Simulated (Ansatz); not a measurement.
The system is AlCu3.

```
Cu Al
1.0
     0.00000    2.88801    2.88801
     2.88801    0.00000    2.88801
     2.88801    2.88801    0.00000
Cu Al
3 1
Cartesian
  4.3320 4.3320 4.3320
  1.4440 1.4440 1.4440
  2.8880 2.8880 2.8880
  0.0000 0.0000 0.0000
```

The cell comes from a database or a generator and needn't be the stable form of this composition.

Base run:

```yaml
Program: Ansatz 0.2.0
Functional: PBEsol
Potentials_or_basis: all-electron LAPW, non-relativistic
Cutoff: 287 eV
Density_cutoff: 1148 eV
Basis_error_allowed: 0.002 eV/atom
k_mesh: 8 × 8 × 8
Occupations: fermi-dirac, width 0.05 eV
Spin: no spin polarisation
```

Its results: pressure 2.6 GPa.

Problem. After a change of settings the same cell gave: pressure -6.2 GPa. Which change was it?
A. functional from PBEsol to LDA; potentials or basis from all-electron LAPW, non-relativistic to all-electron LAPW, scalar-relativistic
B. potentials or basis from all-electron LAPW, non-relativistic to all-electron PAW datasets made for the crystal
C. potentials or basis from all-electron LAPW, non-relativistic to all-electron LAPW, scalar-relativistic; basis error allowed from 0.002 eV/atom to 0.001 eV/atom
D. potentials or basis from all-electron LAPW, non-relativistic to all-electron LAPW, inner shells corrected to Dirac's equation

Solution. A.

Not every run made on this cell is shown here.
